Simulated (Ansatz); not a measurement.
## GaN (F-43m): volume and gaps against pressure

```
Ga N
1.0
     2.22770    2.22770    0.00000
    -2.22770    2.22770    0.00000
     0.00000    2.22770    2.22770
Ga N
1 1
Direct
  0.00000 0.00000 0.00000
  0.25000 0.75000 0.50000
```

This is the zero-pressure cell under LDA. Cell and atoms are relaxed by PAW (default files of Ansatz 0.2.0, cutoff 420 eV, stress met within about 0.05 GPa) at each pressure, in this structure whether or not another phase would take over; P is the pressure reached, less that of this cell. Levels come from LDA, all-electron LAPW in Ansatz 0.2.0, scalar-relativistic; k mesh 10×10×10, fixed occupations, basis error target 0.5 meV/atom. Conduction levels are in eV over the valence top (at Γ), at fixed fractional wave vectors. Zone-centre phonons come from finite displacements by PAW, without the LO-TO term.

| P (GPa) | V/V₀ | Γ | X | L | T2 TO (cm⁻¹) |
| --- | --- | --- | --- | --- | --- |
| -1.99 | 1.0101 | 1.896 | 3.266 | 4.700 | 544.4 |
| 0.00 | 1.0000 | 1.962 | 3.269 | 4.770 | 552.8 |
| 1.96 | 0.9905 | 2.024 | 3.271 | 4.836 | 560.8 |
| 4.00 | ? | ? | ? | ? | ? |
| 7.00 | 0.9683 | 2.172 | 3.277 | 4.994 | 580.2 |
| 10.00 | 0.9562 | 2.254 | 3.280 | 5.082 | 591.1 |
| 15.00 | 0.9376 | 2.381 | 3.284 | 5.219 | 608.3 |

Problem. Fit the third-order Birch-Murnaghan equation to the rows shown.

Solution. With f = [(V₀/V)^(2/3) − 1]/2, the normalised pressure F = P/[3f(1 + 2f)^(5/2)] is 202.0 GPa at f = -0.0033, 202.4 GPa at f = 0.0032, 203.5 GPa at f = 0.0109, 204.0 GPa at f = 0.0152, 204.6 GPa at f = 0.0219. The line F = B₀[1 + (3/2)(B′ − 4)f] gives B₀ = 202.2 GPa and B′ = 4.4.

Problem. What are the volume deformation potentials and pressure coefficients of these levels at zero pressure?

Solution. 

```
level  dE/dlnV (eV)  dE/dP = −(dE/dlnV)/B₀ (meV/GPa)  mean slope up to 2.0 GPa (meV/GPa)
    Γ         -6.52                             32.2                                31.6
    X         -0.27                              1.3                                 1.3
    L         -6.93                             34.3                                33.6
```

dE/dlnV is the slope of a cubic fit in ln V at V₀. The last column is read from two rows and shows how the slope bends with pressure.

Problem. What mode Grüneisen parameters follow?

Solution. γ = −d ln ω/d ln V at V₀ from a quadratic fit in ln V: T2 1.51.

Problem. Fill the row at 4.00 GPa.

Solution. The fits give V/V₀ = 0.9812 and Γ = 2.086 eV. Computed: V/V₀ = 0.9812, Γ = 2.086, X = 3.274, L = 4.902, T2 TO (cm⁻¹) = 568.8.

Known limits: this zinc-blende form is metastable at ambient conditions; no other phase was computed; many crystals of this kind change structure within this range, and rows or crossings beyond such a change describe a metastable lattice; no spin-orbit coupling on heavy atoms; the frozen-core PAW files of the relaxations were fitted under PBE, their cores solved anew for this functional; semilocal gaps are low, and the spacing of valleys can be off by tenths of an eV; levels are read at fixed fractional k, so an edge that moves off these points is missed.
